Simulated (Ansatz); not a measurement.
**Pd: the order of phases at one pressure**

Which of fcc, bcc, hcp, sc, simple hexagonal, beta tin has the lowest enthalpy for Pd at one common pressure? Methods of the runs shown: LAPW. Companion runs by PAW are cited.

Computed with Ansatz 0.2.0 (DFT, PBE, all-electron LAPW, scalar-relativistic, unless a step's input says otherwise).

### 1 The structure to begin with

Symmetry: Fm-3m, No. 225, cubic system. The conventional cell has a = 3.312 Å, b = 3.312 Å, c = 3.312 Å, α = 90.00°, β = 90.00°, γ = 90.00°. Around Pd (site symmetry m-3m) lie 12 Pd at 2.34 Å.

As a file:

```xyz
1
Lattice="0.0000 1.6562 1.6562 1.6562 0.0000 1.6562 1.6562 1.6562 0.0000" Properties=species:S:1:pos:R:3 pbc="T T T"
Pd    0.0000    0.0000    0.0000
```

### 2 Fcc relaxed under pressure, LAPW

File input.yaml:

```yaml
crystal:
  lattice:
    - [0.0, 1.6562343294, 1.6562343294]
    - [1.6562343294, 0.0, 1.6562343294]
    - [1.6562343294, 1.6562343294, 0.0]
  atoms:
    - { symbol: Pd, position: [0.0, 0.0, 0.0] }
kpoints:
  mp_grid: { grid: [20, 20, 20] }
scf:
  occupations: { method: fermi_dirac, width: 0.05 }
hamiltonian:
  xc: pbe
  pseudopotentials: { kind: all_electron, lapw: { basis_error: 0.0005 } }
output:
  forces: true
  stress: true
  eigenvalues: true
relax:
  f_tol: 0.005
  max_steps: 12
  cell: { p_target: 350.0, stress_tol: 0.175 }
```

Launch:

```
$ ansatz run input.yaml --threads 1 --pin off --max-ram 3584MiB --backend cpu --events-out ev --progress --plain --runs-dir out
```

After this run come: Bcc relaxed under pressure, LAPW; Hcp relaxed under pressure, LAPW; Sc relaxed under pressure, LAPW; Simple hexagonal relaxed under pressure, LAPW; Beta tin relaxed under pressure, LAPW.

**Question.** What will these runs give? Wanted: pressure; lowest (for each run or level that gives them).

The runs gave:

```
     quantity                         value
     pressure                       350 GPa
lowest (LAPW)  fcc, 89.0 meV/atom under hcp
 lowest (PAW)  fcc, 89.4 meV/atom under hcp
```

**Reading.** By LAPW the order is fcc < hcp < bcc < simple hexagonal < beta tin < sc. By PAW the order is fcc < hcp < bcc < simple hexagonal < beta tin < sc. The methods agree on the lowest phase. Only these structures were tried, with electrons smeared by 0.05 eV and without vibrations, so the true ground state may be another. The k meshes differ between phases and weren't tested, which can move differences by some meV.
